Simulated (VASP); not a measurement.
# BaTiO3 (R3m) in VASP: further runs

One crystal, BaTiO3, is run at these levels: r2SCAN; tasks: relaxation of shape and atoms at fixed volume.

Program: VASP 6.6.1. These are calculated values, not measurements. Logs are shortened: lines on timing, memory, paths and dates and some standing lists are left out, and cuts for length are marked.

### Step 1. The undisturbed crystal

It takes space group R3m (No. 160, trigonal). The conventional cell has a = 5.655 Å, b = 5.655 Å, c = 6.955 Å, α = 90.00°, β = 90.00°, γ = 120.00°. Ba (site symmetry 3m) has 12 O at 2.79 to 2.89 Å as nearest neighbours. Ti (site symmetry 3m) is surrounded by 6 O at 1.87 to 2.14 Å. Around O (site symmetry m) lie 2 Ti at 1.87 to 2.14 Å.

### Step 2. Relaxation of shape and atoms at fixed volume, r2SCAN (a relaxed cell with its volume scaled by 1.04)

The input, INCAR:

```
SYSTEM = BaTiO3
ALGO     = Normal         ! electronic algorithm
EDIFF    = 1E-7           ! SCF threshold, eV
EDIFFG   = -0.01          ! ionic threshold
ENCUT    = 600            ! plane-wave cutoff, eV
IBRION   = 2              ! ionic algorithm
ISIF     = 4              ! what is computed and relaxed
ISMEAR   = 0              ! smearing method
KPAR     = 2            
LASPH    = .TRUE.         ! aspherical terms in the spheres
LCHARG   = .FALSE.        ! write CHGCAR
LMIXTAU  = .TRUE.       
LREAL    = .FALSE.        ! projectors in reciprocal space
LWAVE    = .FALSE.        ! write WAVECAR
METAGGA  = R2SCAN         ! meta-GGA
NELM     = 80             ! most SCF steps
NSW      = 40             ! ionic steps
PREC     = Accurate       ! precision mode
SIGMA    = 0.03           ! smearing width, eV
```

The input, KPOINTS:

```
k-points
0
G
  9 9 7
  0 0 0
```

The input, POSCAR:

```
BaTiO3                                  
1.0
    2.8859071775      1.6661792858      2.3673851180
   -2.8859071775      1.6661792858      2.3673851180
    0.0000000000     -3.3323585716      2.3673851180
  Ba              Ti              O             
     1     1     3
Direct
     0.9975455690696762    0.9975455690696762    0.9975455690696762
     0.4843201647741750    0.4843201647741750    0.4843201647741750
     0.5092703481832136    0.5092703481832136    0.0187935697897123
     0.0187935697897123    0.5092703481832136    0.5092703481832136
     0.5092703481832136    0.0187935697897123    0.5092703481832136
```

Potentials or basis: VASP PAW PBE potentials, release 64 (Ba_sv, Ti_sv, O).

Command:

```console
> cat potpaw_PBE.64/Ba_sv/POTCAR potpaw_PBE.64/Ti_sv/POTCAR potpaw_PBE.64/O/POTCAR > POTCAR
> mpirun -np 2 vasp_std > vasp.out
```

OUTCAR:

```text
SYSTEM = BaTiO3
   EDIFF = 1E-7
   EDIFFG = -0.01
   ENCUT = 600
   IBRION = 2
   ISIF = 4
   ISMEAR = 0
   LASPH = .TRUE.
   LREAL = .FALSE.
   METAGGA = R2SCAN
   NELM = 80
   NSW = 40
   PREC = Accurate

 ion  position               nearest neighbor table
   1  0.998  0.998  0.998-   4 2.83   5 2.83   3 2.83   3 2.89   3 2.89   5 2.89   4 2.89   4 2.89
                             5 2.89   4 2.96   5 2.96   3 2.96   2 3.46   2 3.51   2 3.51   2 3.51
   2  0.484  0.484  0.484-   4 1.91   5 1.91   3 1.91   5 2.19   4 2.19   3 2.19   1 3.46   1 3.51
                             1 3.51   1 3.51   1 3.57   1 3.57   1 3.57   1 3.65
   3  0.509  0.509  0.019-   2 1.91   2 2.19   1 2.83   1 2.89   1 2.89   1 2.96
   4  0.019  0.509  0.509-   2 1.91   2 2.19   1 2.83   1 2.89   1 2.89   1 2.96
   5  0.509  0.019  0.509-   2 1.91   2 2.19   1 2.83   1 2.89   1 2.89   1 2.96

  LATTYP: Found a trigonal (rhomboedric) cell.
 ALAT       =     4.0876797754
 COS(alpha) =     0.0031243688

  Lattice vectors:

 A1 = (   2.8859071775,   1.6661792858,   2.3673851180)
 A2 = (  -2.8859071775,   1.6661792858,   2.3673851180)
 A3 = (   0.0000000000,  -3.3323585716,   2.3673851180)

Analysis of symmetry for initial positions (statically):
=====================================================================
 Subroutine PRICEL returns:
 Original cell was already a primitive cell.

 Routine SETGRP: Setting up the symmetry group for a
 trigonal (rhombohedral) supercell.

 Subroutine GETGRP returns: Found  6 space group operations
 (whereof  6 operations were pure point group operations)
 out of a pool of 12 trial point group operations.

The static configuration has the point symmetry C_3v.

Analysis of symmetry for dynamics (positions and initial velocities):
=====================================================================
 Subroutine PRICEL returns:
 Original cell was already a primitive cell.

 Routine SETGRP: Setting up the symmetry group for a
 trigonal (rhombohedral) supercell.

 Subroutine GETGRP returns: Found  6 space group operations
 (whereof  6 operations were pure point group operations)
 out of a pool of 12 trial point group operations.

The dynamic configuration has the point symmetry C_3v.

 Subroutine INISYM returns: Found  6 space group operations
 (whereof  6 operations are pure point group operations),
 and found     1 'primitive' translations

----------------------------------------------------------------------------------------

                                     Primitive cell

  volume of cell :      68.3006

  direct lattice vectors                    reciprocal lattice vectors
     2.885907178  1.666179286  2.367385118     0.173255746  0.100029251  0.140802327
    -2.885907178  1.666179286  2.367385118    -0.173255746  0.100029251  0.140802327
[... 127 lines left out ...]
   EFERMI =   0.00;   METHOD = LEGACY
   ISMEAR =     0;   SIGMA  =   0.03  broadening in eV -4-tet -1-fermi 0-gaus
   EFERMI_NEDOS =   21; number of points for ismear=-14 and -15
   IALGO  =     38    algorithm
   IMIX   =      4    mixing-type and parameters
     AMIX     =   0.40;   BMIX     =  1.00
     AMIX_MAG =   1.60;   BMIX_MAG =  1.00
  volume/ion in A,a.u.               =      13.66        92.18
  Fermi-wavevector in a.u.,A,eV,Ry     =   1.369683  2.588326 25.524960  1.876032
  Thomas-Fermi vector in A             =   2.495537
   LORBIT       =      0    0 simple, 1 ext, 2 COOP (PROOUT), +10 PAW based schemes
   METAGGA = R2SCAN    functional components
   LHFCALC =     F    Hartree Fock is set to
   AEXX    =    0.0000 exact exchange contribution
   IVDW    =     0    specifies the selected vdW correction
   LEPSILON=     F    determine dielectric tensor
   LRPA    =     F    only Hartree local field effects (RPA)
 conjugate gradient relaxation of ions
 non-spin polarized calculation
 Gauss-broadening in eV      SIGMA  =   0.03
  energy-cutoff  :      600.00
  volume of cell :       68.30
 maximum number of plane-waves:      2306
 NGX is ok and might be reduce to    36
   NGX = 17   NGY = 17   NGZ = 17

--------------------------------------- Ionic step        1  -------------------------------------------

 number of electron      40.0000009 magnetization

 Free energy of the ion-electron system (eV)
  ---------------------------------------------------
  ext. energy  EPLUGINS =         0.00000000
  ---------------------------------------------------
  free energy    TOTEN  =       -74.23524931 eV

  energy without entropy =      -74.23524931  energy(sigma->0) =      -74.23524931

------------------------ aborting loop because EDIFF is reached ----------------------------------------

  FORCE on cell =-STRESS in cart. coord.  units (eV):
  Direction    XX          YY          ZZ          XY          YZ          ZX
  --------------------------------------------------------------------------------------
  -------------------------------------------------------------------------------------
  Total       -2.7104977     -2.7104977     -2.5272384      0.0000000      0.0000000      0.0000000
  in kB      -63.5821738    -63.5821738    -59.2833222      0.0000000      0.0000000      0.0000000
  external PRESSURE =     -62.1492233 kB  Pullay stress =       0.0000000 kB
[... 260 lines left out ...]
--------------------------------------- Ionic step        8  -------------------------------------------

 number of electron      39.9999997 magnetization

 Free energy of the ion-electron system (eV)
  ---------------------------------------------------
  ext. energy  EPLUGINS =         0.00000000
  ---------------------------------------------------
  free energy    TOTEN  =       -74.25403455 eV

  energy without entropy =      -74.25403455  energy(sigma->0) =      -74.25403455

 E-fermi :   3.1887     XC(G=0): -11.5288

 val. band max:        2.9224941362   @ k =   0.4444   0.4444   0.4286
 cond. band min:       5.9573420917   @ k =   0.1111   0.0000  -0.0000
 fundamental gap:      3.0348479555
 Fermi energy:         3.1887252668

 k-point     1 :       0.0000    0.0000    0.0000
  band No.  band energies     occupation
      1     -55.5713      2.00000
      2     -30.7720      2.00000
      3     -30.7675      2.00000
      4     -30.7675      2.00000
      5     -22.6543      2.00000
      6     -14.6599      2.00000
[... 637 lines left out ...]
     23       7.4047      0.00000
     24       8.1472      0.00000

 [... further k-points ...]
[... 5 lines left out ...]
  --------------------------------------------------------------------------------------
  -------------------------------------------------------------------------------------
  Total       -1.6848710     -1.6848710     -1.6932633      0.0000000      0.0000000     -0.0000000
  in kB      -39.5232797    -39.5232797    -39.7201456      0.0000000      0.0000000     -0.0000000
  external PRESSURE =     -39.5889016 kB  Pullay stress =       0.0000000 kB
[... 20 lines left out ...]
  FREE ENERGIE OF THE ION-ELECTRON SYSTEM (eV)
  ---------------------------------------------------
  free  energy   TOTEN  =       -74.2540345532 eV

  energy  without entropy=      -74.2540345532  energy(sigma->0) =      -74.25403455

 reached required accuracy - stopping structural energy minimisation
```

CONTCAR:

```text
BaTiO3
   1.00000000000000
     2.8822745713413025    1.6640819996528458    2.3733562333927756
    -2.8822745713413025    1.6640819996528458    2.3733562333927756
     0.0000000000000000   -3.3281639993056915    2.3733562333927756
  Ba              Ti              O
     1     1     3
Direct
     0.9950822265564907    0.9950822265564907    0.9950822265564907
     0.4793776200122710    0.4793776200122710    0.4793776200122710
     0.5103710146422367    0.5103710146422367    0.0239981241467630
     0.0239981241467627    0.5103710146422371    0.5103710146422367
     0.5103710146422371    0.0239981241467627    0.5103710146422367

  0.00000000E+00  0.00000000E+00  0.00000000E+00
  0.00000000E+00  0.00000000E+00  0.00000000E+00
  0.00000000E+00  0.00000000E+00  0.00000000E+00
  0.00000000E+00  0.00000000E+00  0.00000000E+00
  0.00000000E+00  0.00000000E+00  0.00000000E+00
```

It took 20 min on 2 MPI ranks of Intel Xeon 6975P-C (Granite Rapids), shared host; peak memory 0.47 GiB.

What came out:

```
Free energy               : -74.2540 eV
Energy gained by relaxing : 3.8 meV/atom
Ionic steps               : 8
Pressure after relaxing   : -4.0 GPa
Band gap on the k mesh    : 3.03 eV, indirect (least direct gap 3.49 eV)
```

Forces in eV/Å, atoms in the order of the input:
```
Ba   0.000  0.000 -0.002
Ti   0.000  0.000  0.000
O    0.000 -0.001  0.001
O    0.001  0.000  0.001
O   -0.001  0.000  0.001
```

Step by step:
```
step  energy change (eV)  largest force (eV/Å)  pressure (GPa)
   1              0.0000                0.4122           -6.21
   2             -0.0150                0.2017           -4.89
   3             -0.0172                0.0806           -4.15
   4             -0.0181                0.0653           -4.06
   5             -0.0185                0.0501           -3.97
   6             -0.0188                0.0192           -3.98
   7             -0.0188                0.0112           -3.98
   8             -0.0188                0.0023           -3.96
```

Final structure:
```
Ba Ti O
1.0
     2.88227    1.66408    2.37336
    -2.88227    1.66408    2.37336
     0.00000   -3.32816    2.37336
Ba Ti O
1 1 3
Direct
  0.99508 0.99508 0.99508
  0.47938 0.47938 0.47938
  0.51037 0.51037 0.02400
  0.02400 0.51037 0.51037
  0.51037 0.02400 0.51037
```

Levels at points of the mesh, in eV from the valence-band top:
```
           k point  band 17  band 18  band 19  band 20  band 21  band 22  band 23  band 24
(0.00, 0.00, 0.00)    -0.94    -0.68    -0.55    -0.55     3.05     3.05     3.20     4.81
```

Caveat: the PAW data sets were made with another functional, which shifts forces and pressure a little; spin-orbit coupling is left out, which moves the levels of the heavy elements; an odd mesh through Γ misses points on the zone boundary, where band edges often lie.

### Step 3. Relaxation of shape and atoms at fixed volume, r2SCAN (a relaxed cell with its volume scaled by 1.06)

INCAR is that of step 2.

KPOINTS is that of step 2.

Edit POSCAR of step 2 so:

```diff
@@ -2,5 +2,5 @@
 1.0
-    2.8859071775      1.6661792858      2.3673851180
-   -2.8859071775      1.6661792858      2.3673851180
-    0.0000000000     -3.3323585716      2.3673851180
+    2.9042892475      1.6767921788      2.3824644107
+   -2.9042892475      1.6767921788      2.3824644107
+    0.0000000000     -3.3535843577      2.3824644107
   Ba              Ti              O
```

Potentials or basis: VASP PAW PBE potentials, release 64 (Ba_sv, Ti_sv, O).

Command:

```console
> cat potpaw_PBE.64/Ba_sv/POTCAR potpaw_PBE.64/Ti_sv/POTCAR potpaw_PBE.64/O/POTCAR > POTCAR
> mpirun -np 2 vasp_std > vasp.out
```

Wall time 22 min (2 MPI ranks of Intel Xeon 6975P-C (Granite Rapids), shared host); peak memory 0.48 GiB.

The run converged. Its results:

```yaml
Free_energy: -74.2178 eV
Energy_gained_by_relaxing: 8.4 meV/atom
Ionic_steps: 8
Pressure_after_relaxing: -5.5 GPa
Largest_force_after_relaxing: 0.003 eV/Å
Band_gap_on_the_k_mesh: 3.12 eV, indirect (least direct gap 3.62 eV)
```

Forces in eV/Å, atoms in the order of the input:
```
Ba   0.000  0.000 -0.003
Ti   0.000  0.000  0.002
O    0.000  0.001  0.001
O   -0.001  0.000  0.001
O    0.001  0.000  0.001
```

Step by step:
| step | energy change (eV) | largest force (eV/Å) | pressure (GPa) |
| --- | --- | --- | --- |
| 1 | 0.0000 | 0.5984 | -8.85 |
| 2 | -0.0331 | 0.3171 | -6.96 |
| 3 | -0.0386 | 0.1141 | -5.76 |
| 4 | -0.0404 | 0.0956 | -5.64 |
| 5 | -0.0411 | 0.0750 | -5.51 |
| 6 | -0.0417 | 0.0284 | -5.56 |
| 7 | -0.0418 | 0.0157 | -5.57 |
| 8 | -0.0418 | 0.0031 | -5.51 |

Final structure:
```
Ba Ti O
1.0
     2.89848    1.67344    2.39202
    -2.89848    1.67344    2.39202
     0.00000   -3.34688    2.39202
Ba Ti O
1 1 3
Direct
  0.99378 0.99378 0.99378
  0.47724 0.47724 0.47724
  0.51085 0.51085 0.02648
  0.02648 0.51085 0.51085
  0.51085 0.02648 0.51085
```

Levels at points of the mesh, in eV from the valence-band top:
| k point | band 16 | band 17 | band 18 | band 19 | band 20 | band 21 | band 22 | band 23 | band 24 |
| --- | --- | --- | --- | --- | --- | --- | --- | --- | --- |
| (0.00, 0.00, 0.00) | -1.35 | -0.91 | -0.75 | -0.62 | -0.62 | 3.16 | 3.16 | 3.33 | 4.86 |

Caveat: the PAW data sets were made with another functional, which shifts forces and pressure a little; spin-orbit coupling is left out, which moves the levels of the heavy elements; an odd mesh through Γ misses points on the zone boundary, where band edges often lie.
